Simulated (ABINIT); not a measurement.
The system is V.

```xyz
1
Lattice="-1.5144 1.5144 1.5144 1.5144 -1.5144 1.5144 1.5144 1.5144 -1.5144" Properties=species:S:1:pos:R:3 pbc="T T T"
V     0.0000    0.0000    0.0000
```

Base run:

- Program: ABINIT 10.8.3 (patched build)
- Functional: LDA
- Potentials or basis: JTH PAW LDA v2.0
- Cutoff: 408 eV
- k mesh: 10 × 10 × 10
- Occupations: fermi-dirac, width 0.05 eV
- Spin: collinear spin, ferromagnetic start
- Starting moments: [2.0] μB

Its results: band gap on the k mesh none (metal or under the smearing width); pressure -16.4 GPa; net moment 0.00 μB per cell.

The run is repeated on the same cell with these changes: k mesh from 10 × 10 × 10 to 5 × 5 × 5. What comes out?

Band gap on the k mesh none (metal or under the smearing width); pressure -15.3 GPa; net moment 0.18 μB per cell; site moments V +0.15 μB.

Caveats: some runs use coarse meshes; so large a pressure means that the cell lies far from this level's equilibrium, or that cutoff or potentials fall short.
